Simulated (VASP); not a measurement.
# EuS, relaxation of the cell: which settings are enough?

EuS, Fm-3m (no. 225), 2 atoms in the cell. PBEsol, DFT+U; PAW potentials Eu, S (PBE set). VASP 6.6.1. The cell is changed on purpose: volume scaled by 1.03.

Wanted: cell volume within 1 %; lattice lengths within 0.4 %; shortest distances from each atom, periodic images included within 0.02 Å.

What the run is for: cell; Accuracy asked: screening.

The series start from Plane-wave cutoff (eV): 520; k-point mesh: 5 × 5 × 5; Relaxation passes: 2; Ionic threshold (EDIFFG): -0.005; Electronic threshold (eV): 1e-6; Precision mode (PREC): Accurate; Relaxation algorithm: IBRION=2 POTIM=0.5. Each series keeps the choices made before it, and each single choice may use up half of a tolerance. Times cover all steps of a run.

## Plane-wave cutoff (eV)

| Plane-wave cutoff (eV) | Cell volume (Å³) | Lattice lengths, largest deviation against the largest value | Shortest distances from each atom, periodic images included, largest deviation (Å) | Time (s) |
|---|---|---|---|---|
| 340 | 50.81 | 0.13 % | 0.004 | 312 |
| 400 | 50.86 | 0.095 % | 0.003 | 173 |
| 450 | 50.84 | 0.11 % | 0.003 | 315 |
| 520 | 51 | 0.0014 % | 0.000 | 240 |
| 600 | 51.02 | 0.0077 % | 0.000 | 182 |
| 720 (reference) | 51 | 0 % | 0.000 | 483 |

Chosen: 340, the loosest value from which every tighter one stays within half of the tolerance.

## k-point mesh

| k-point mesh | Cell volume (Å³) | Lattice lengths, largest deviation against the largest value | Shortest distances from each atom, periodic images included, largest deviation (Å) | Time (s) |
|---|---|---|---|---|
| 3 × 3 × 3 | 51.41 | 0.47 % | 0.014 | 96 |
| 4 × 4 × 4 | 50.86 | 0.11 % | 0.003 | 204 |
| 5 × 5 × 5 | 50.81 | 0.077 % | 0.002 | 312 |
| 7 × 7 × 7 | 50.72 | 0.018 % | 0.001 | 216 |
| 8 × 8 × 8 (reference) | 50.69 | 0 % | 0.000 | 250 |

Chosen: 4 × 4 × 4.

## Relaxation passes

| Relaxation passes | Cell volume (Å³) | Lattice lengths, largest deviation against the largest value | Shortest distances from each atom, periodic images included, largest deviation (Å) | Time (s) |
|---|---|---|---|---|
| 1 | 51.07 | 0.1 % | 0.003 | 164 |
| 2 | 50.86 | 0.037 % | 0.001 | 204 |
| 3 (reference) | 50.92 | 0 % | 0.000 | 289 |

Chosen: 1.

## Ionic threshold (EDIFFG)

| Ionic threshold (EDIFFG) | Cell volume (Å³) | Lattice lengths, largest deviation against the largest value | Shortest distances from each atom, periodic images included, largest deviation (Å) | Time (s) |
|---|---|---|---|---|
| -0.05 | 50.99 | 0.049 % | 0.001 | 96 |
| -0.02 | 51.11 | 0.033 % | 0.001 | 141 |
| -0.01 | 51.11 | 0.033 % | 0.001 | 134 |
| -0.005 | 51.07 | 0.0034 % | 0.000 | 164 |
| -0.002 (reference) | 51.06 | 0 % | 0.000 | 129 |

Chosen: -0.05.

## Electronic threshold (eV)

| Electronic threshold (eV) | Cell volume (Å³) | Lattice lengths, largest deviation against the largest value | Shortest distances from each atom, periodic images included, largest deviation (Å) | Time (s) |
|---|---|---|---|---|
| 0.0001 | 51.34 | 0.23 % | 0.007 | 120 |
| 1e-5 | 51.09 | 0.068 % | 0.002 | 73 |
| 1e-6 | 50.99 | 0.00024 % | 0.000 | 96 |
| 1e-7 (reference) | 50.99 | 0 % | 0.000 | 102 |

Chosen: 1e-5.

## Precision mode (PREC)

| Precision mode (PREC) | Cell volume (Å³) | Lattice lengths, largest deviation against the largest value | Shortest distances from each atom, periodic images included, largest deviation (Å) | Time (s) |
|---|---|---|---|---|
| Normal | 51.11 | 0.013 % | 0.000 | 52 |
| Accurate (reference) | 51.09 | 0 % | 0.000 | 73 |

Chosen: Normal.

## Relaxation algorithm

| Relaxation algorithm | Cell volume (Å³) | Lattice lengths, largest deviation against the largest value | Shortest distances from each atom, periodic images included, largest deviation (Å) | Time (s) |
|---|---|---|---|---|
| IBRION=2 POTIM=0.5 | 51.11 | 0 % | 0.000 | 52 |
| IBRION=2 POTIM=0.2 | 50.7 | 0.27 % | 0.008 | 54 |
| IBRION=1 POTIM=0.5 | 50.87 | 0.15 % | 0.005 | 98 |
| IBRION=1 POTIM=0.2 | 51.11 | 0.0019 % | 0.000 | 38 |

Chosen: IBRION=2 POTIM=0.5; no other choice that stays within half of the tolerance saves 30 % of the time.

## All choices together

| Input | Cell volume (Å³) | Lattice lengths, largest deviation against the largest value | Shortest distances from each atom, periodic images included, largest deviation (Å) | Time (s) |
|---|---|---|---|---|
| the program's defaults (naive) | 50.42 | 0.32 % | 0.010 | 28 |
| chosen settings | 51.11 | 0.13 % | 0.004 | 52 |
| reference settings throughout | 50.91 | 0 % | 0.000 | 648 |

The tolerance is met.

Values of the reference run: Lattice lengths: 4.16, 4.16, 4.16 Å; Shortest distances from each atom, periodic images included: 2.942, 2.942, 2.942, 2.942, 2.942, 2.942, 2.942, 2.942 Å.

## The input

INCAR.step1:
```
GGA = PS
ISPIN = 2
MAGMOM = 7 0
LORBIT = 11
LDAU = True
LDAUTYPE = 2
LDAUL = 3 -1
LDAUU = 6 0
LDAUJ = 0 0
ISMEAR = 0
SIGMA = 0.03
LWAVE = False
LCHARG = False
NSW = 80
PREC = Normal
LASPH = True
LREAL = False
ALGO = Normal
EDIFF = 1E-5
NELM = 200
GGA_COMPAT = False
IBRION = 2
ISIF = 3
EDIFFG = -0.05
NELMIN = 4
ENCUT = 340
EFERMI = MIDGAP
LMAXMIX = 6
KPAR = 4
POTIM = 0.5
```

INCAR.step2, as INCAR.step1 but for:
```
- NSW = 80
- IBRION = 2
- ISIF = 3
- EDIFFG = -0.05
- NELMIN = 4
- POTIM = 0.5
+ ISIF = 2
```

KPOINTS:
```
Automatic mesh
0
Gamma
  4 4 4
  0 0 0
```

POSCAR.step1:
```
EuS
1.0
    0.0000000000      3.0079920170      3.0079920170
    3.0079920170      0.0000000000      3.0079920170
    3.0079920170      3.0079920170      0.0000000000
Eu S
1 1
Direct
    0.0000000000      0.0000000000      0.0000000000
    0.5000000000      0.5000000000      0.5000000000
```

Commands (each step's output is kept before the next begins):
```
cat potpaw_PBE.64/Eu/POTCAR potpaw_PBE.64/S/POTCAR > POTCAR
cp INCAR.step1 INCAR
cp POSCAR.step1 POSCAR
mpirun -np 4 vasp_std > vasp.out
cp CONTCAR POSCAR
cp INCAR.step2 INCAR
mpirun -np 4 vasp_std > vasp.out
```

The naive input happens to agree within the tolerance here, in 28 s.

The chosen input took VASP 6.6.1 52 s on 4 cores (Intel Xeon Platinum 8488C (Sapphire Rapids)), a shared host.
